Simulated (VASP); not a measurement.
# SnTe (Fm-3m) in VASP: further runs

The runs below take SnTe through single point, with LDA, PBEsol, PBE.

Program: VASP 6.6.1. These are calculated values, not measurements. Logs are shortened: lines on timing, memory, paths and dates and some standing lists are left out, and cuts for length are marked.

**Experimental background.**

A printed reference work, textbook reports, for a bulk crystal of SnTe at 300 K: band gap 0.18 eV (direct).

The runs below are set against these values where they give the same quantity.

## 1. The cell of the first run

Symmetry: Fm-3m, No. 225, cubic system. The conventional cell has a = 6.234 Å, b = 6.234 Å, c = 6.234 Å, α = 90.00°, β = 90.00°, γ = 90.00°. Sn (site symmetry m-3m) has 6 Te at 3.12 Å within 4.1 Å. Within 4.1 Å of Te (site symmetry m-3m) lie 6 Sn at 3.12 Å.

## 2. Single point, LDA

INCAR reads:

```
SYSTEM = SnTe
ALGO     = Normal         ! electronic algorithm
EDIFF    = 1E-7           ! SCF threshold, eV
ENCUT    = 520            ! plane-wave cutoff, eV
ISIF     = 2              ! what is computed and relaxed
ISMEAR   = -1             ! smearing method
LASPH    = .TRUE.         ! aspherical terms in the spheres
LCHARG   = .FALSE.        ! write CHGCAR
LREAL    = .FALSE.        ! projectors in reciprocal space
LWAVE    = .FALSE.        ! write WAVECAR
NBANDS   = 17             ! bands
NELM     = 100            ! most SCF steps
PREC     = Accurate       ! precision mode
SIGMA    = 0.02           ! smearing width, eV
```

KPOINTS reads:

```
k-points
0
G
  6 6 6
  0 0 0
```

POSCAR reads:

```
SnTe
1.0
    0.0000000000      3.1172195520      3.1172195520
    3.1172195520      0.0000000000      3.1172195520
    3.1172195520      3.1172195520      0.0000000000
Sn Te
1 1
Direct
    0.0000000000      0.0000000000      0.0000000000
    0.5000000000      0.5000000000      0.5000000000
```

Potentials or basis: VASP PAW LDA potentials, release 64 (Sn_d, Te).

The run is started by

```sh
> cat potpaw_LDA.64/Sn_d/POTCAR potpaw_LDA.64/Te/POTCAR > POTCAR
> mpirun -np 1 vasp_std > vasp.out
```

OUTCAR:

```text
SYSTEM = SnTe
   EDIFF = 1E-7
   ENCUT = 520
   ISIF = 2
   ISMEAR = -1
   LASPH = .TRUE.
   LREAL = .FALSE.
   NELM = 100
   PREC = Accurate

 ion  position               nearest neighbor table
   1  0.000  0.000  0.000-   2 3.12   2 3.12   2 3.12   2 3.12   2 3.12   2 3.12
   2  0.500  0.500  0.500-   1 3.12   1 3.12   1 3.12   1 3.12   1 3.12   1 3.12

  LATTYP: Found a face centered cubic cell.
 ALAT       =     6.2344391040

  Lattice vectors:

 A1 = (   0.0000000000,   3.1172195520,   3.1172195520)
 A2 = (   3.1172195520,   0.0000000000,   3.1172195520)
 A3 = (   3.1172195520,   3.1172195520,   0.0000000000)

Analysis of symmetry for initial positions (statically):
=====================================================================
 Subroutine PRICEL returns:
 Original cell was already a primitive cell.

 Routine SETGRP: Setting up the symmetry group for a
 face centered cubic supercell.

 Subroutine GETGRP returns: Found 48 space group operations
 (whereof 48 operations were pure point group operations)
 out of a pool of 48 trial point group operations.

The static configuration has the point symmetry O_h .

Analysis of symmetry for dynamics (positions and initial velocities):
=====================================================================
 Subroutine PRICEL returns:
 Original cell was already a primitive cell.

 Routine SETGRP: Setting up the symmetry group for a
 face centered cubic supercell.

 Subroutine GETGRP returns: Found 48 space group operations
 (whereof 48 operations were pure point group operations)
 out of a pool of 48 trial point group operations.

The dynamic configuration has the point symmetry O_h .

 Subroutine INISYM returns: Found 48 space group operations
 (whereof 48 operations are pure point group operations),
 and found     1 'primitive' translations

----------------------------------------------------------------------------------------

                                     Primitive cell

  volume of cell :      60.5804

  direct lattice vectors                    reciprocal lattice vectors
     0.000000000  3.117219552  3.117219552    -0.160399353  0.160399353  0.160399353
     3.117219552  0.000000000  3.117219552     0.160399353 -0.160399353  0.160399353
     3.117219552  3.117219552  0.000000000     0.160399353  0.160399353 -0.160399353

  length of vectors
     4.408414167  4.408414167  4.408414167     0.277819829  0.277819829  0.277819829

  position of ions in fractional coordinates (direct lattice)
     0.000000000  0.000000000  0.000000000
     0.500000000  0.500000000  0.500000000
[... 68 lines left out ...]
   EDIFF  = 0.1E-06   stopping-criterion for ELM
   LREAL  =      F    real-space projection
   EDIFFG = 0.1E-05   stopping-criterion for IOM
   NSW    =      0    number of steps for IOM
   IBRION =     -1    ionic relax: 0-MD 1-quasi-New 2-CG
   NFREE  =      0    steps in history (QN), initial steepest desc. (CG)
   ISIF   =      2    stress and relaxation
   ISYM   =      2    0-nonsym 1-usesym 2-fastsym
   POTIM  = 0.5000    time-step for ionic-motion
   TEBEG  =    0.0;   TEEND  =   0.0 temperature during run
   PSTRESS=    0.0 pullay stress
   NELECT =      20.0000    total number of electrons
   NUPDOWN=      -1.0000    fix difference up-down
   EMIN   =  10.00;   EMAX   =-10.00  energy-range for DOS
   EFERMI =   0.00;   METHOD = LEGACY
   ISMEAR =    -1;   SIGMA  =   0.02  broadening in eV -4-tet -1-fermi 0-gaus
   EFERMI_NEDOS =   21; number of points for ismear=-14 and -15
   IALGO  =     38    algorithm
   IMIX   =      4    mixing-type and parameters
     AMIX     =   0.40;   BMIX     =  1.00
     AMIX_MAG =   1.60;   BMIX_MAG =  1.00
  volume/ion in A,a.u.               =      30.29       204.41
  Fermi-wavevector in a.u.,A,eV,Ry     =   1.131464  2.138157 17.418328  1.280211
  Thomas-Fermi vector in A             =   2.268163
   LORBIT       =      0    0 simple, 1 ext, 2 COOP (PROOUT), +10 PAW based schemes
   GGA     = CA    functional components
   LHFCALC =     F    Hartree Fock is set to
   AEXX    =    0.0000 exact exchange contribution
   IVDW    =     0    specifies the selected vdW correction
   LEPSILON=     F    determine dielectric tensor
   LRPA    =     F    only Hartree local field effects (RPA)
 non-spin polarized calculation
  energy-cutoff  :      520.00
  volume of cell :       60.58
 maximum number of plane-waves:      1660
 NGX is ok and might be reduce to    36
   NGX = 17   NGY = 17   NGZ = 17

 number of electron      19.9999997 magnetization

 Free energy of the ion-electron system (eV)
  ---------------------------------------------------
  ext. energy  EPLUGINS =         0.00000000
  ---------------------------------------------------
  free energy    TOTEN  =        -8.83414769 eV

  energy without entropy =       -8.83410105  energy(sigma->0) =       -8.83412437

 E-fermi :   7.1808     XC(G=0):  -9.8835

 val. band max:        7.0749553435   @ k =   0.5000   0.0000   0.0000
 cond. band min:       7.2867680518   @ k =   0.5000   0.0000   0.0000
 fundamental gap:      0.2118127083
 Fermi energy:         7.1808459188

 k-point     1 :       0.0000    0.0000    0.0000
  band No.  band energies     occupation
      1     -14.6796      2.00000
      2     -14.6796      2.00000
      3     -14.6680      2.00000
      4     -14.6680      2.00000
      5     -14.6680      2.00000
      6      -5.9146      2.00000
[... 297 lines left out ...]
      4     -14.6597      2.00000
      5     -14.6552      2.00000
      6      -4.1460      2.00000
[... 9 lines left out ...]
     16      17.3804      0.00000
     17      18.4198      0.00000

------------------------ aborting loop because EDIFF is reached ----------------------------------------

  FORCE on cell =-STRESS in cart. coord.  units (eV):
  Direction    XX          YY          ZZ          XY          YZ          ZX
  --------------------------------------------------------------------------------------
  -------------------------------------------------------------------------------------
  Total        0.0245975      0.0245975      0.0245975      0.0000000      0.0000000      0.0000000
  in kB        0.6505333      0.6505333      0.6505333      0.0000000      0.0000000      0.0000000
  external PRESSURE =       0.6505333 kB  Pullay stress =       0.0000000 kB

 VOLUME and BASIS-vectors are now :
 -----------------------------------------------------------------------------
  energy-cutoff  :      520.00
  volume of cell :       60.58
      direct lattice vectors                 reciprocal lattice vectors
     0.000000000  3.117219552  3.117219552    -0.160399353  0.160399353  0.160399353
     3.117219552  0.000000000  3.117219552     0.160399353 -0.160399353  0.160399353
     3.117219552  3.117219552  0.000000000     0.160399353  0.160399353 -0.160399353

 POSITION                                       TOTAL-FORCE (eV/Angst)
 -----------------------------------------------------------------------------------
      0.00000      0.00000      0.00000         0.000000      0.000000     -0.000000
      3.11722      3.11722      3.11722         0.000000      0.000000      0.000000
 -----------------------------------------------------------------------------------
    total drift:                               -0.000000      0.000000      0.000000

  FREE ENERGIE OF THE ION-ELECTRON SYSTEM (eV)
  ---------------------------------------------------
  free  energy   TOTEN  =        -8.8341476877 eV

  energy  without entropy=       -8.8341010520  energy(sigma->0) =       -8.83412437
```

stdout:

```text
POSCAR found type information on POSCAR SnTe
 POSCAR found :  2 types and       2 ions
 scaLAPACK will be used
 LDA part: xc-table for (Slater(with rela. corr.)+CA(PZ))
 , standard interpolation
 POSCAR, INCAR and KPOINTS ok, starting setup
 FFT: planning ... GRIDC
 FFT: planning ... GRID_SOFT
 FFT: planning ... GRID
 WAVECAR not read
 entering main loop
```

Wall time 22 s (1 thread of Intel Xeon 8259CL, shared host); peak memory 0.17 GiB.

Results:

```yaml
Free_energy: -8.8341 eV
Pressure: 0.1 GPa
Band_gap_on_the_k_mesh: 0.21 eV
```

Caveat: semilocal functionals underestimate gaps, and a narrow one can read as zero; spin-orbit coupling is left out, which moves the levels of the heavy elements.

## 3. Single point, PBEsol

This run uses another cell than the first one, of 31.04 Å³/atom.

INCAR reads:

```
PREC = Accurate
ENCUT = 520
EDIFF = 1E-6
ISMEAR = -1
SIGMA = 0.02
LREAL = False
LASPH = True
NELM = 80
ALGO = Normal
ISIF = 2
LWAVE = False
LCHARG = False
GGA = PS
NBANDS = 17
```

KPOINTS reads:

```
regular mesh
0
Gamma
  6 6 6
```

POSCAR reads:

```
SnTe
1.0
    0.0000000000      3.1428375450      3.1428375450
    3.1428375450      0.0000000000      3.1428375450
    3.1428375450      3.1428375450      0.0000000000
Sn Te
1 1
Direct
    0.0000000000      0.0000000000      0.0000000000
    0.5000000000      0.5000000000      0.5000000000
```

Potentials or basis: VASP PAW PBE potentials, release 64 (Sn_d, Te).

The run is started by

```sh
> cat potpaw_PBE.64/Sn_d/POTCAR potpaw_PBE.64/Te/POTCAR > POTCAR
> mpirun -np 1 vasp_std > vasp.out
```

It took 26 s on 1 thread of Intel Xeon 8259CL, shared host; peak memory 0.2 GiB.

Results (log left out):

```yaml
Free_energy: -8.3410 eV
Pressure: 0.0 GPa
Band_gap_on_the_k_mesh: 0.16 eV
```

Levels at points of the mesh, in eV from the valence-band top:
```tsv
k point	band 6	band 7	band 8	band 9	band 10	band 11	band 12	band 13	band 14	band 15
(0.00, 0.00, 0.00)	-12.82	-4.63	-2.10	-2.10	-2.10	3.40	3.40	3.40	4.76	4.76
(0.50, 0.00, 0.00)	-11.51	-8.35	-1.76	-1.76	0.00	0.16	0.39	0.39	7.76	8.79
(0.50, 0.50, 0.00)	-11.20	-6.45	-5.60	-3.73	-3.73	2.12	5.01	5.01	6.48	9.11
```

Caveat: semilocal functionals underestimate gaps, and a narrow one can read as zero; the PAW data sets were made with another functional, which shifts forces and pressure a little; spin-orbit coupling is left out, which moves the levels of the heavy elements.

## 4. Single point, PBE

This run uses another cell than the first one, of 32.99 Å³/atom.

INCAR reads:

```
PREC = Accurate ; ENCUT = 520
EDIFF = 1E-6 ; ISMEAR = -1
SIGMA = 0.02 ; LREAL = False
LASPH = True ; NELM = 100
ALGO = Normal ; ISIF = 2
LWAVE = False ; LCHARG = False
GGA = PE ; NBANDS = 17
```

KPOINTS is that of step 3.

POSCAR reads:

```
SnTe
1.0
    0.0000000000      3.2071857299      3.2071857299
    3.2071857299      0.0000000000      3.2071857299
    3.2071857299      3.2071857299      0.0000000000
Sn Te
1 1
Direct
    0.0000000000      0.0000000000      0.0000000000
    0.5000000000      0.5000000000      0.5000000000
```

The run is started by

```sh
> cat potpaw_PBE.64/Sn_d/POTCAR potpaw_PBE.64/Te/POTCAR > POTCAR
> mpirun -np 1 vasp_std > vasp.out
```

It took 28 s on 1 thread of Intel Xeon 8259CL, shared host; peak memory 0.2 GiB.

Results (log left out):

* Free energy: -7.5648 eV
* Pressure: -0.1 GPa
* Band gap on the k mesh: 0.06 eV

Levels at points of the mesh, in eV from the valence-band top:
```tsv
k point	band 7	band 8	band 9	band 10	band 11	band 12	band 13	band 14
(0.00, 0.00, 0.00)	-4.87	-1.99	-1.99	-1.99	3.25	3.25	3.25	4.86
(0.50, 0.00, 0.00)	-8.05	-1.67	-1.67	0.00	0.06	0.46	0.46	7.67
(0.50, 0.50, 0.00)	-6.42	-5.19	-3.48	-3.48	2.39	4.68	4.68	6.01
```

Caveat: semilocal functionals underestimate gaps, and a narrow one can read as zero; spin-orbit coupling is left out, which moves the levels of the heavy elements.

## 5. Overview

```tsv
level	potentials or basis	cell	gap on the mesh (eV)	pressure (GPa)
LDA	VASP PAW LDA potentials, release 64 (Sn_d, Te)	a = 4.408 Å, angles 60.0°, 2 atoms	0.21	0.1
PBEsol	VASP PAW PBE potentials, release 64 (Sn_d, Te)	a = 4.445 Å, angles 60.0°, 2 atoms	0.16	0.0
PBE	VASP PAW PBE potentials, release 64 (Sn_d, Te)	a = 4.536 Å, angles 60.0°, 2 atoms	0.06	-0.1
```

Alike in all rows: task single point; no spin polarisation; k mesh 6 × 6 × 6; cutoff (eV) 520; smearing fermi-dirac 0.02 eV.

Caveats: semilocal functionals underestimate gaps, and a narrow one can read as zero; spin-orbit coupling is left out, which moves the levels of the heavy elements; the PAW data sets were made with another functional, which shifts forces and pressure a little (at least some runs).

Total energies depend on the potentials used, so only differences within one code and one set of settings carry meaning.

## 6. Comparison with measurements

Step 2. Against the measured gap of SnTe, 0.18 eV (direct; 300 K; a printed reference work, textbook), the calculated 0.21 eV is off by +0.03 eV. Spin-orbit coupling on Sn, Te is left out. The value is that of LDA on a finite k mesh, which can miss the band edges, without temperature or zero-point motion.

Step 3. Measured gap of SnTe: 0.18 eV (direct; 300 K; a printed reference work, textbook). This calculation gives 0.16 eV (-0.02 eV). Spin-orbit coupling on Sn, Te is left out. The value is that of PBEsol on a finite k mesh, which can miss the band edges, without temperature or zero-point motion. Semilocal functionals fall short of measured gaps as a rule.

Step 4. Measured gap of SnTe: 0.18 eV (direct; 300 K; a printed reference work, textbook). This calculation gives 0.06 eV (-0.12 eV). Spin-orbit coupling on Sn, Te is left out. The value is that of PBE on a finite k mesh, which can miss the band edges, without temperature or zero-point motion. Semilocal functionals fall short of measured gaps as a rule.
